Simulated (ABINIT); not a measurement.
**ZrC: changing the pressure**

The cell as given:

```cif
data_structure
_symmetry_space_group_name_H-M 'P 1'
_symmetry_Int_Tables_number 1
_cell_length_a 3.3446
_cell_length_b 3.3446
_cell_length_c 3.3446
_cell_angle_alpha 60.000
_cell_angle_beta 60.000
_cell_angle_gamma 60.000
_cell_volume 26.46
loop_
_atom_site_label
_atom_site_type_symbol
_atom_site_fract_x
_atom_site_fract_y
_atom_site_fract_z
_atom_site_occupancy
Zr1 Zr 0.50000 0.50000 0.50000 1
C1 C 0.00000 0.00000 0.00000 1
```

Kept alike: task relaxation of cell and atoms; functional PBE; k mesh 10 × 10 × 10; occupations fermi-dirac, width 0.05 eV; no spin polarisation. Program: ABINIT, JTH PAW PBE v2.0, cutoff 517 eV. The mesh is that of the run's cell of 2 atoms. No spin-orbit coupling.

```csv
"pressure, P (GPa)",volume (Å³/atom)
0,13.045
5,12.767
10,12.516
20,?
30,11.701
```

The relaxations keep at least the cell's symmetry (Fm-3m). For a metal such a mesh leaves the last digits unconverged. The runs follow the start's structure, whether or not it is the stable one at these pressures. P is the pressure aimed at, which the runs meet within some hundredths to tenths of a GPa.

Problem. Fit the rows shown and predict the run at 20 GPa.

Solution. Murnaghan's form V = V0 (1 + B′P/B0)^(-1/B′) through the rows shown has V0 = 13.0449, B0 = 223.1 GPa and B′ = 3.78 (largest miss 0.0003); at P = 20 it gives 12.076 Å³/atom. The run gave: volume 12.076 Å³/atom.

ZrC shrinks smoothly under pressure, from 13.045 to 11.701 Å³/atom between 0 and 30 GPa, and each further GPa removes less volume than the last. The fitted bulk modulus of 223.1 GPa is that of a stiff solid, in line with what is known of this carbide. The stiffness comes chiefly from strong covalent bonding between Zr d and C p states. With the valence electron count of a group 4 carbide, the bonding states are essentially filled and the antibonding ones largely empty, so the Fermi level lies near a minimum in the density of states. Compression shortens these bonds against steeply rising short-range repulsion, hence the positive B′.

The small misfit in the fitted rows says little by itself, since the form has nearly as many parameters as there are points. The agreement at 20 GPa is the better test, though as an interpolation it doesn't secure the curve far beyond the fitted range. Nor does resistance to uniform compression establish hardness, which depends also on shear and on dislocation motion.
